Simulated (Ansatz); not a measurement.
**CsI: levels and charges under dearer methods**

A database entry relaxed whole under r2SCAN at zero pressure (Pm-3m, No. 221):

```
Cs I
1.0
     4.60903    0.00000    0.00000
     0.00000    4.60903    0.00000
     0.00000    0.00000    4.60903
Cs I
1 1
Direct
  0.00000 0.00000 0.00000
  0.50000 0.50000 0.50000
```

Its volume is 48.96 Å³ an atom, +2.8 % against the entry's 47.62, which is old or was flagged in a check.

Single points on this cell with plane-wave PAW DFT (Ansatz 0.2.0; r2SCAN 500 eV, hybrids 420 eV; fermi-dirac occupations of width 0.020 eV; no moments): r2SCAN on a 6×6×6 Γ-centred mesh; r2SCAN with spin-orbit coupling on a 6×6×6 Γ-centred mesh; HSE06 on a 6×6×6 Γ-centred mesh; PBE0 on a 6×6×6 Γ-centred mesh.

Question: What does each level give for gap and charges?

Answer: The runs give:

| level | gap (eV), or kind | pressure (GPa) | Bader charge of Cs (e) | Bader charge of I (e) |
| --- | --- | --- | --- | --- |
| r2SCAN | 4.51 | 0.0 | +0.82 | -0.82 |
| r2SCAN with spin-orbit coupling | 4.28 | 0.0 | +0.82 | -0.82 |
| HSE06 | 4.79 | 0.2 | +0.82 | -0.82 |
| PBE0 | 5.47 | 0.1 | +0.82 | -0.82 |

Under r2SCAN the gap is 4.51 eV, over mesh and band path. HSE06 moves it by +0.28 eV and PBE0 by +0.96 eV; PBE0 keeps its exact exchange at long range, which widens the gap over HSE06's by 0.68 eV on their common mesh. Spin-orbit coupling moves the r2SCAN gap by -0.23 eV, which the hybrid values lack.

Caveats: the relaxation kept the start's symmetry; HSE06 is read on its mesh and at the zone's corners, PBE0 on its mesh alone; hybrid pressures are good to a few tenths of a GPa; pressure is positive in compression.
